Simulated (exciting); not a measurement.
# BeS: the Be K edge from the Bethe–Salpeter equation

How far do the exchange and direct terms reshape the Be K edge of BeS?

Main program and level: exciting sodium; X-ray absorption, core-level Bethe-Salpeter equation, exchange and statically screened direct term, Tamm-Dancoff, all-electron LAPW+lo PBEsol.

The database entry behind the starting cell differs from later determinations by our own check (0.1 to 0.3 % short, probably kX units), so it need not match the best structure at ambient conditions.

### Step 1. Starting point

It takes space group F-43m (No. 216, cubic). The conventional cell has a = 4.850 Å, b = 4.850 Å, c = 4.850 Å, α = 90.00°, β = 90.00°, γ = 90.00°. S has 4 Be at 2.10 Å nearest. Be has 4 S at 2.10 Å nearest. Farther neighbours and most contacts between anions are not listed.

Structure file:

```
S Be
1.0
     0.00000    2.42500    2.42500
     2.42500    0.00000    2.42500
     2.42500    2.42500    0.00000
S Be
1 1
Direct
  0.75000 0.75000 0.75000
  0.00000 0.00000 0.00000
```

Differences between curves are given as r.m.s. difference over r.m.s. height.

### Step 2. The self-consistent potential

The species files are the program's own, with muffin-tin radii set in the input.

Input file input.xml:

```
<input>
  <title>BeS</title>
  <structure speciespath="." autormt="false" epslat="1.0e-5">
    <crystal>
      <basevect>0.0000000000 4.5825858514 4.5825858514</basevect>
      <basevect>4.5825858514 0.0000000000 4.5825858514</basevect>
      <basevect>4.5825858514 4.5825858514 0.0000000000</basevect>
    </crystal>
    <species speciesfile="S.xml" rmt="1.624">
      <atom coord="0.7500000000 0.7500000000 0.7500000000"/>
    </species>
    <species speciesfile="Be.xml" rmt="2.226">
      <atom coord="0.0000000000 0.0000000000 0.0000000000"/>
    </species>
  </structure>
  <groundstate do="fromscratch" xctype="GGA_PBE_SOL" ngridk="5 5 5" rgkmax="7" gmaxvr="14" nempty="8" swidth="0.001" maxscl="100" epsengy="1e-5"/>
</input>
```

Command:

```
$ OMP_NUM_THREADS=1 mpirun -n 2 exciting
```

Numbers of over 12 decimals in the logs are rounded to 6 here.

The log of the run:

```text
EXCITING SODIUM started
********************************************************************************
* Ground-state run starting from atomic densities                              *
********************************************************************************
+ Starting initialization                                                      +
[... lattice and species ...]
 Spin treatment                             :    spin-unpolarised
 Number of Bravais lattice symmetries       :      48
[...]
valence-band maximum at    1      0.0000  0.0000  0.0000
     conduction-band minimum at   10      0.4000  0.4000  0.0000
+ Self-consistent loop stopped                                                 +
 STATE.OUT is written
********************************************************************************
* Groundstate module stopped                                                   *
********************************************************************************
 Total time spent (seconds)                 :        10.32
| EXCITING SODIUM stopped                                                      =
[key lines of the parts left out:]
Total energy                               :      -413.32842442
Fermi energy                               :         0.21920239
```

Wall time 12 s (2 MPI ranks of Arm Neoverse V1, shared host).

The mesh shows a gap of 3.23 eV. Core levels (Dirac, from the valence top):

```csv
atom,level,energy (eV)
S,1s1/2,-2393.9
S,2s1/2,-203.9
S,2p1/2,-149.8
S,2p3/2,-148.5
Be,1s1/2,-98.2
```

### Step 3. A richer basis for the empty states

Each species file gets more local orbitals, built from u and its energy derivative at 0.15 Ha and u at 0.9 Ha.

input.xml is that of step 2.

Input file SPECIES.xml, added lines:

```
<lo l="L">  <!-- L = 0, 1, 2 -->
  <wf matchingOrder="0" trialEnergy="0.1500" searchE="false"/>
  <wf matchingOrder="1" trialEnergy="0.1500" searchE="false"/>
  <wf matchingOrder="0" trialEnergy="0.9000" searchE="false"/>
</lo>
```

Command:

```
$ OMP_NUM_THREADS=1 mpirun -n 2 exciting
```

The log of the run:

```text
EXCITING SODIUM started
********************************************************************************
* Ground-state run starting from atomic densities                              *
********************************************************************************
+ Starting initialization                                                      +
[... lattice and species ...]
 Spin treatment                             :    spin-unpolarised
 Number of Bravais lattice symmetries       :      48
[...]
valence-band maximum at    1      0.0000  0.0000  0.0000
     conduction-band minimum at   10      0.4000  0.4000  0.0000
+ Self-consistent loop stopped                                                 +
 STATE.OUT is written
********************************************************************************
* Groundstate module stopped                                                   *
********************************************************************************
 Total time spent (seconds)                 :        11.38
| EXCITING SODIUM stopped                                                      =
[key lines of the parts left out:]
Total energy                               :      -413.32862390
Fermi energy                               :         0.21935297
```

It took 12 s on 2 MPI ranks.

Against the first ground state the total energy moves by -3 meV an atom and the gap by 0.00 eV.

### Step 4. Screening, kernels and BSE for Be atom 2

The absorber has 4 S at 2.10 Å (tetrahedral, site symmetry -43m).

input.xml, as its differences from that of step 3:

```diff
@@ -15,3 +15,20 @@
   </structure>
-  <groundstate do="fromscratch" xctype="GGA_PBE_SOL" ngridk="5 5 5" rgkmax="7" gmaxvr="14" nempty="8" swidth="0.001" maxscl="100" epsengy="1e-5"/>
+  <groundstate do="skip" xctype="GGA_PBE_SOL" ngridk="5 5 5" rgkmax="7" gmaxvr="14" nempty="8" swidth="0.001" maxscl="100" epsengy="1e-5"/>
+  <xs xstype="BSE" ngridk="6 6 6" ngridq="6 6 6" vkloff="0.097 0.273 0.493" rgkmax="7" nempty="17" gqmax="3" lmaxapwwf="5" lmaxemat="2" broad="0.01654" tevout="true">
+    <energywindow intv="3.287 4.904" points="439"/>
+    <screening screentype="full" nempty="32"/>
+    <BSE xas="true" xasspecies="2" xasatom="1" xasedge="K" bsetype="singlet" nstlxas="1 13"/>
+    <qpointset>
+      <qpoint>0 0 0</qpoint>
+    </qpointset>
+    <plan>
+      <doonly task="xsgeneigvec"/>
+      <doonly task="writepmatxs"/>
+      <doonly task="scrgeneigvec"/>
+      <doonly task="scrwritepmat"/>
+      <doonly task="screen"/>
+      <doonly task="scrcoulint"/>
+      <doonly task="exccoulint"/>
+    </plan>
+  </xs>
 </input>
```

Input file input.xml for the last start (plan only):

```
  <plan>
    <doonly task="bse"/>
  </plan>
```

Command:

```
$ OMP_NUM_THREADS=1 mpirun -n 2 exciting
$ OMP_NUM_THREADS=2 exciting
```

The log of the run:

```text
| EXCITING SODIUM started for task xsgeneigvec ( 301)                          =
One-shot GS runs for BSE calculations
One-shot GS runs for k+qmt/2 grids
Info(xsgeneigvec): Generating eigenvectors for Q-point      1
Info(xsgeneigvec): Generation of eigenvectors finished
| EXCITING SODIUM started for task writepmatxs ( 320)                          =
Info(writepmatxs): Momentum matrix elements finished
| EXCITING SODIUM started for task scrgeneigvec ( 401)                         =
One-shot GS runs for BSE calculations
One-shot GS runs for k+qmt/2 grids
[...]
Info(setup_bse_block): Setting up RR part of hamiltonian
Info(setup_bse_block): Singlet spin state
Info(bse): Diagonalizing RR Hamiltonian (TDA)
Info(bse): Invoking Lapack routine ZHEEVR
      5616 eigen solutions found in the interval:
         i1=       1 i2=    5616
Info(bse): Writing excition energies and oscillator strengths to text file.
Info(makespectrum_dist): Making spectrum using formula for coupling with time reversed AR basis.
Info(makespectrum_dist): Using formalism for vanishing momentum transfer.
Info(writederived): Writing quantities derived from the macroscopic dielectric function.
Info(bselauncher): Spectrum finished for iqmt=  1
Info(bselauncher): All done for BSE type singlet
```

Elapsed: 29 min, on 2 MPI ranks.

Wall time by task: xsgeneigvec 7.5 s, writepmatxs 11 s, scrgeneigvec 7.5 s, scrwritepmat 2.3 s, screen 2.9 min, scrcoulint 16 min, exccoulint 7.3 min, bse 2.3 min.

The Be K spectrum of Be atom 2 (energy from the Kohn–Sham onset, core level to the lowest empty state found on the meshes used, 101.30 eV; the shifted mesh sets it, since it comes nearer the band minimum than the ground-state mesh; Im ε scaled to the maximum of the singlet run; cut below the end of the band set):

```
E (eV)  Im ε
  -4.5  0.02
  -4.0  0.03
  -3.5  0.03
  -3.0  0.04
  -2.5  0.06
  -2.0  0.09
  -1.5  0.16
  -1.0  0.36
  -0.5  0.85
   0.0  1.00
   0.5  0.90
   1.0  0.69
   1.5  0.50
   2.0  0.37
   2.5  0.32
   3.0  0.28
   3.5  0.26
   4.0  0.26
   4.5  0.26
   5.0  0.26
   5.5  0.25
   6.0  0.23
   6.5  0.24
   7.0  0.23
   7.5  0.22
   8.0  0.21
   8.5  0.21
   9.0  0.22
   9.5  0.23
  10.0  0.24
  10.5  0.27
  11.0  0.24
  11.5  0.20
  12.0  0.18
  12.5  0.19
  13.0  0.19
  13.5  0.16
  14.0  0.14
  14.5  0.12
  15.0  0.12
  15.5  0.13
  16.0  0.12
  16.5  0.11
  17.0  0.10
  17.5  0.10
```

Maxima (height): 0.1 eV (1.00), 10.5 eV (0.27) and 12.7 eV (0.20).

The Hamiltonian has 5616 rows. The lowest groups of eigenvalues and the brightest ones, on the scale above. Core spinors bring spin-forbidden partners, so dark means forbidden by spin or by symmetry, and the shifted mesh splits states that symmetry would keep together:

```csv
energy (eV),states within 10 meV,relative strength
-0.638,1,dark
-0.581,2,dark
-0.508,1,0.38
-0.420,2,1.00
-0.244,1,dark
-0.196,1,0.18
-0.071,1,0.23
0.133,1,0.16
0.158,1,0.20
0.210,1,0.32
```

### Step 5. Independent particles

input.xml, as its differences from that of step 4:

```diff
@@ -19,3 +19,3 @@
     <screening screentype="full" nempty="32"/>
-    <BSE xas="true" xasspecies="2" xasatom="1" xasedge="K" bsetype="singlet" nstlxas="1 13"/>
+    <BSE xas="true" xasspecies="2" xasatom="1" xasedge="K" bsetype="IP" nstlxas="1 13"/>
     <qpointset>
@@ -24,9 +24,3 @@
     <plan>
-      <doonly task="xsgeneigvec"/>
-      <doonly task="writepmatxs"/>
-      <doonly task="scrgeneigvec"/>
-      <doonly task="scrwritepmat"/>
-      <doonly task="screen"/>
-      <doonly task="scrcoulint"/>
-      <doonly task="exccoulint"/>
+      <doonly task="bse"/>
     </plan>
```

Command:

```
$ OMP_NUM_THREADS=2 exciting
```

The log of the run:

```text
| EXCITING SODIUM started for task bse ( 445)                                  =
Info(bselauncher): Init time:    0.298086
Info(bselauncher): Setting up and diagonalizing BSE Hamiltonian.
Info(bselauncher): Using momentum transfer vectors from list :   1 to  1
Info(bselauncher): Distributing qmt-points over   1 processes.
Info(bselauncher): BSE type: IP
Info(bselauncher): Momentum transfer list index: iqmt=  1
Info(bselauncher): Momentum transfer: vqmtl=   0.000   0.000   0.000
Info(bse): Inspecting occupations...
Info(setranges_modxs): Number of non-reduced k-points:      216
[...]
highest unoccupied state:  17
  Opening gap with a scissor of:      0.000/H      0.000/eV
Info(select_transitions): Number of participating transitions:    5616
Info(bse): Selecting transitions...
Info(bse):bsegap (eV):   101.298253
Info(bse): IP requested, nothing much to do
Info(bse): Writing excition energies and oscillator strengths to text file.
Info(makespectrum_dist): Making spectrum using formula for coupling with time reversed AR basis.
Info(makespectrum_dist): Using formalism for vanishing momentum transfer.
Info(writederived): Writing quantities derived from the macroscopic dielectric function.
Info(bselauncher): Spectrum finished for iqmt=  1
Info(bselauncher): All done for BSE type IP
```

It took 1.5 s on 2 threads.

Maxima (height): 3.5 eV (0.40), 8.2 eV (0.27), 12.0 eV (0.34), 13.9 eV (0.36) and 16.9 eV (0.27). The spectrum differs from the singlet run by 82 % r.m.s. The highest maximum lies at 3.5 eV (0.40), against 0.1 eV (1.00).

### Step 6. Exchange alone

input.xml, as its differences from that of step 5:

```diff
@@ -19,3 +19,3 @@
     <screening screentype="full" nempty="32"/>
-    <BSE xas="true" xasspecies="2" xasatom="1" xasedge="K" bsetype="IP" nstlxas="1 13"/>
+    <BSE xas="true" xasspecies="2" xasatom="1" xasedge="K" bsetype="RPA" nstlxas="1 13"/>
     <qpointset>
```

Command:

```
$ OMP_NUM_THREADS=2 exciting
```

The log of the run:

```text
| EXCITING SODIUM started for task bse ( 445)                                  =
Info(bselauncher): Init time:    0.297646
Info(bselauncher): Setting up and diagonalizing BSE Hamiltonian.
Info(bselauncher): Using momentum transfer vectors from list :   1 to  1
Info(bselauncher): Distributing qmt-points over   1 processes.
Info(bselauncher): BSE type: RPA
Info(bselauncher): Momentum transfer list index: iqmt=  1
Info(bselauncher): Momentum transfer: vqmtl=   0.000   0.000   0.000
Info(bse): Inspecting occupations...
Info(setranges_modxs): Number of non-reduced k-points:      216
[...]
Info(setup_bse_block): Setting up RR part of hamiltonian
Info(setup_bse_block): Using RPA approximation
Info(bse): Diagonalizing RR Hamiltonian (TDA)
Info(bse): Invoking Lapack routine ZHEEVR
      5616 eigen solutions found in the interval:
         i1=       1 i2=    5616
Info(bse): Writing excition energies and oscillator strengths to text file.
Info(makespectrum_dist): Making spectrum using formula for coupling with time reversed AR basis.
Info(makespectrum_dist): Using formalism for vanishing momentum transfer.
Info(writederived): Writing quantities derived from the macroscopic dielectric function.
Info(bselauncher): Spectrum finished for iqmt=  1
Info(bselauncher): All done for BSE type RPA
```

It took 2.3 min on 2 threads.

Maxima (height): 3.7 eV (0.34), 8.2 eV (0.26), 12.1 eV (0.33), 14.3 eV (0.38) and 16.9 eV (0.30). The spectrum differs from the independent-particle run by 11 % r.m.s. The highest maximum lies at 14.3 eV (0.38), against 3.5 eV (0.40).

### Step 7. Direct term alone

input.xml, as its differences from that of step 6:

```diff
@@ -19,3 +19,3 @@
     <screening screentype="full" nempty="32"/>
-    <BSE xas="true" xasspecies="2" xasatom="1" xasedge="K" bsetype="RPA" nstlxas="1 13"/>
+    <BSE xas="true" xasspecies="2" xasatom="1" xasedge="K" bsetype="triplet" nstlxas="1 13"/>
     <qpointset>
```

Command:

```
$ OMP_NUM_THREADS=2 exciting
```

The log of the run:

```text
| EXCITING SODIUM started for task bse ( 445)                                  =
Info(bselauncher): Init time:    0.297722
Info(bselauncher): Setting up and diagonalizing BSE Hamiltonian.
Info(bselauncher): Using momentum transfer vectors from list :   1 to  1
Info(bselauncher): Distributing qmt-points over   1 processes.
Info(bselauncher): BSE type: triplet
Info(bselauncher): Momentum transfer list index: iqmt=  1
Info(bselauncher): Momentum transfer: vqmtl=   0.000   0.000   0.000
Info(bse): Inspecting occupations...
[...]
Info(setup_bse_block): Setting up RR part of hamiltonian
Info(setup_bse_block): Triplet spin state
Info(bse): Diagonalizing RR Hamiltonian (TDA)
Info(bse): Invoking Lapack routine ZHEEVR
      5616 eigen solutions found in the interval:
         i1=       1 i2=    5616
Info(bse): Writing excition energies and oscillator strengths to text file.
Info(makespectrum_dist): Making spectrum using formula for coupling with time reversed AR basis.
Info(makespectrum_dist): Using formalism for vanishing momentum transfer.
Info(writederived): Writing quantities derived from the macroscopic dielectric function.
Info(bselauncher): Spectrum finished for iqmt=  1
Info(bselauncher): All done for BSE type triplet
```

The job ended after 2.3 min (2 threads).

Maxima (height): -0.5 eV (1.41) and 10.4 eV (0.24). Against the singlet run the r.m.s. difference is 34 %. Moving the earlier curve by -0.4 eV leaves 18 %. The highest maximum lies at -0.5 eV (1.41), against 0.1 eV (1.00).

(Continued in part 2 of 2.)

[Banner, clock and machine lines of the logs are left out without a mark of their own.]

[Logs are printed without paths, hosts, clocks, repeated set-up lines and the standing remarks that a program may print on its own settings, such as how far it seeks lower states.]

[Hosts, paths, dates, database ids (printed as entryN), source tags and the programs' standing remarks are cut or masked in the printed files.]
